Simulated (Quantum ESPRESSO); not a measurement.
## Quick settings and what they miss: InN (F-43m, 2 atoms in the cell)

Self-consistent single point.

```xyz
2
Lattice="-2.4879 0.0000 2.4879 0.0000 2.4879 2.4879 -2.4879 2.4879 0.0000" Properties=species:S:1:pos:R:3 pbc="T T T"
In     0.0000     0.0000     0.0000
N     -1.2440     1.2440     1.2440
```

Method: revPBE, GBRV 1.5 ultrasoft (PBE) pseudopotentials (plane waves; Quantum ESPRESSO 7.5).

Base settings: ecutwfc = 40 Ry; ecutrho = 200 Ry; occupations = smearing; smearing = fd; degauss = 0.0099958 Ry; input_dft = revpbe; potentials = {In: in_pbe_v1.4.uspp.F.UPF, N: n_pbe_v1.2.uspp.F.UPF}; K_POINTS = automatic 15 15 15 1 1 1; conv_thr = 1e-10 Ry; mixing_beta = 0.7.

Tight run (finer mesh or higher cutoff; not a proven limit): ecutwfc: 40 Ry → 56 Ry; ecutrho: 200 Ry → 280 Ry; conv_thr: 1e-10 Ry → 7.3e-11 Ry; K_POINTS: automatic 15 15 15 1 1 1 → automatic 21 21 21 1 1 1. It gave Fermi level (on the code's own zero) 10.13 eV; pressure 7.12 GPa.

Quick runs, as changes from the base:
- A: the base itself
- B: ecutwfc: 40 Ry → 32 Ry; ecutrho: 200 Ry → 160 Ry; K_POINTS: automatic 15 15 15 1 1 1 → automatic 2 2 2 1 1 1
- C: ecutwfc: 40 Ry → 20 Ry; ecutrho: 200 Ry → 100 Ry; K_POINTS: automatic 15 15 15 1 1 1 → automatic 4 4 4 1 1 1
- D: degauss: 0.0099958 Ry → 0.0147 Ry; K_POINTS: automatic 15 15 15 1 1 1 → automatic 4 4 4 1 1 1
- E: ecutwfc: 40 Ry → 24 Ry; ecutrho: 200 Ry → 120 Ry; smearing: fd → mp; conv_thr: 1e-10 Ry → 7.3e-05 Ry; K_POINTS: automatic 15 15 15 1 1 1 → automatic 3 3 3 1 1 1
- F: ecutwfc: 40 Ry → 24 Ry; ecutrho: 200 Ry → 120 Ry; K_POINTS: automatic 15 15 15 1 1 1 → automatic 6 6 6 1 1 1

Energies are extrapolated to zero smearing width, which holds to low order in the width alone (under cold and Methfessel-Paxton smearing the free energy itself is taken).

The count of work is k-points × plane waves × bands × iterations; it is no time. 

The starting cell comes from a database of computed structures (which also holds hypothetical and non-ambient phases and stackings), without a prior relaxation at this level. Its lattice was rescaled by a random factor within 2.5 % of one. In the base run, with a pressure of about 6 GPa the cell is away from its equilibrium volume at this level. The run gives no clean gap (levels at the Fermi energy touch, overlap or are partly filled at this smearing), which alone does not show that the compound is a metal.

```
run  energy less tight (meV/atom)  pressure less tight (GPa)  count of work / tight
---  ----------------------------  -------------------------  ---------------------
A                            29.6                      -0.77                   0.24
B                            93.5                      -3.46                0.00096
C                          6550.8                    -306.44                 0.0022
D                            30.8                      -0.74                 0.0068
E                          1533.8                     -98.74                 0.0011
F                          1548.4                     -98.85                 0.0089
```

Among the runs at the tight run's level, the energy misses run from 29.6 to 6550.8 meV/atom.
